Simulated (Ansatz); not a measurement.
This geometry of a periodic cell of 65 atoms, Al (surface Al(100), adsorbate Al) is a first-order saddle point. Atoms 1 to 16 are held.

Computed with DFT PBE, scalar-relativistic, plane waves, PAW (Ansatz). Settings: cutoff 420 eV, k mesh 3x3x1, gaussian smearing 0.1 eV, no spin polarisation.

```xyz
65
Lattice="11.4268 0.0000 0.0000 0.0000 11.4268 0.0000 0.0000 0.0000 18.0600" Properties=species:S:1:pos:R:3
Al 1.428 1.428 6.000
Al 4.285 1.428 6.000
Al 7.142 1.428 6.000
Al 9.998 1.428 6.000
Al 1.428 4.285 6.000
Al 4.285 4.285 6.000
Al 7.142 4.285 6.000
Al 9.998 4.285 6.000
Al 1.428 7.142 6.000
Al 4.285 7.142 6.000
Al 7.142 7.142 6.000
Al 9.998 7.142 6.000
Al 1.428 9.998 6.000
Al 4.285 9.998 6.000
Al 7.142 9.998 6.000
Al 9.998 9.998 6.000
Al 0.003 0.006 8.046
Al 2.857 -0.004 8.047
Al 5.710 0.006 8.046
Al 8.570 0.006 8.047
Al 0.003 2.851 8.046
Al 2.857 2.860 8.047
Al 5.710 2.851 8.046
Al 8.570 2.850 8.047
Al 0.004 5.715 8.035
Al 2.857 5.712 8.047
Al 5.709 5.715 8.035
Al 8.570 5.707 8.043
Al 0.004 8.569 8.035
Al 2.857 8.572 8.047
Al 5.709 8.569 8.035
Al 8.570 8.577 8.043
Al 1.433 1.428 10.070
Al 4.281 1.428 10.070
Al 7.130 1.428 10.078
Al 10.010 1.428 10.078
Al 1.422 4.279 10.062
Al 4.291 4.279 10.062
Al 7.139 4.278 10.062
Al 10.001 4.278 10.062
Al 1.421 7.142 10.051
Al 4.292 7.142 10.051
Al 7.143 7.142 10.046
Al 9.997 7.142 10.046
Al 1.422 10.005 10.062
Al 4.291 10.005 10.062
Al 7.139 10.006 10.062
Al 10.001 10.006 10.062
Al 0.029 0.017 12.134
Al 2.857 -0.076 12.075
Al 5.684 0.017 12.134
Al 8.570 0.001 12.105
Al 0.029 2.840 12.134
Al 2.857 2.933 12.075
Al 5.684 2.840 12.134
Al 8.570 2.855 12.105
Al -0.007 5.715 12.085
Al 2.857 5.752 12.092
Al 5.720 5.715 12.085
Al 8.570 5.712 12.094
Al -0.007 8.568 12.085
Al 2.857 8.531 12.092
Al 5.720 8.568 12.085
Al 8.570 8.572 12.094
Al 2.857 1.428 14.334
```

(1) Which two structures does it join? (They come from a converged band through this point; their orientation in space is the band's.)

(2) How far does it lie above each of them?

Results:

(1) Contacts lost: Al49–Al65, Al53–Al65. Contacts made: Al51–Al65, Al55–Al65. The atom that moves furthest is Al65, by 2.86 Å.

Initial state:

```xyz
65
Lattice="11.4268 0.0000 0.0000 0.0000 11.4268 0.0000 0.0000 0.0000 18.0600" Properties=species:S:1:pos:R:3
Al 1.428 1.428 6.000
Al 4.285 1.428 6.000
Al 7.142 1.428 6.000
Al 9.998 1.428 6.000
Al 1.428 4.285 6.000
Al 4.285 4.285 6.000
Al 7.142 4.285 6.000
Al 9.998 4.285 6.000
Al 1.428 7.142 6.000
Al 4.285 7.142 6.000
Al 7.142 7.142 6.000
Al 9.998 7.142 6.000
Al 1.428 9.998 6.000
Al 4.285 9.998 6.000
Al 7.142 9.998 6.000
Al 9.998 9.998 6.000
Al 0.012 0.012 8.075
Al 2.845 0.012 8.075
Al 5.704 0.009 8.038
Al 8.579 0.009 8.038
Al 0.012 2.845 8.075
Al 2.845 2.845 8.075
Al 5.704 2.848 8.038
Al 8.579 2.848 8.038
Al 0.009 5.704 8.038
Al 2.848 5.704 8.038
Al 5.710 5.710 8.023
Al 8.574 5.710 8.023
Al 0.009 8.579 8.038
Al 2.848 8.579 8.038
Al 5.710 8.574 8.023
Al 8.574 8.574 8.023
Al 1.428 1.428 10.226
Al 4.278 1.428 10.079
Al 7.142 1.428 10.035
Al 10.005 1.428 10.079
Al 1.429 4.278 10.079
Al 4.298 4.298 10.024
Al 7.142 4.286 10.022
Al 9.986 4.298 10.023
Al 1.428 7.142 10.035
Al 4.286 7.142 10.022
Al 7.142 7.142 10.012
Al 9.998 7.142 10.022
Al 1.429 10.005 10.079
Al 4.298 9.986 10.024
Al 7.142 9.998 10.022
Al 9.986 9.986 10.023
Al -0.124 -0.125 12.127
Al 2.981 -0.124 12.127
Al 5.752 -0.001 12.080
Al 8.531 -0.001 12.080
Al -0.124 2.981 12.127
Al 2.981 2.980 12.127
Al 5.752 2.858 12.080
Al 8.532 2.858 12.080
Al -0.001 5.752 12.080
Al 2.858 5.752 12.080
Al 5.716 5.716 12.048
Al 8.568 5.716 12.048
Al -0.001 8.531 12.080
Al 2.858 8.532 12.080
Al 5.716 8.568 12.048
Al 8.568 8.568 12.048
Al 1.427 1.428 13.625
```

Final state:

Only the atoms that move by more than 0.05 Å are listed.
```
Al33 1.435 1.428 10.079
Al34 4.285 1.428 10.226
Al37 1.416 4.298 10.023
Al38 4.285 4.278 10.079
Al45 1.416 9.986 10.023
Al46 4.285 10.005 10.079
Al49 -0.039 -0.001 12.080
Al50 2.732 -0.125 12.127
Al51 5.838 -0.124 12.127
Al52 8.609 -0.001 12.080
Al53 -0.039 2.858 12.080
Al54 2.733 2.981 12.127
Al55 5.837 2.980 12.127
Al56 8.608 2.858 12.080
Al65 4.284 1.428 13.625
```

(2) 0.55 eV above the first and 0.55 eV above the second. This is the barrier of this one path; another mechanism may lie lower. Limits of this set-up: thin slab, slab without dipole correction.

Time of the run: 21 min on 8 threads of AMD EPYC 7R13 Processor (Zen 3) (shared host), peak memory 14 GiB.
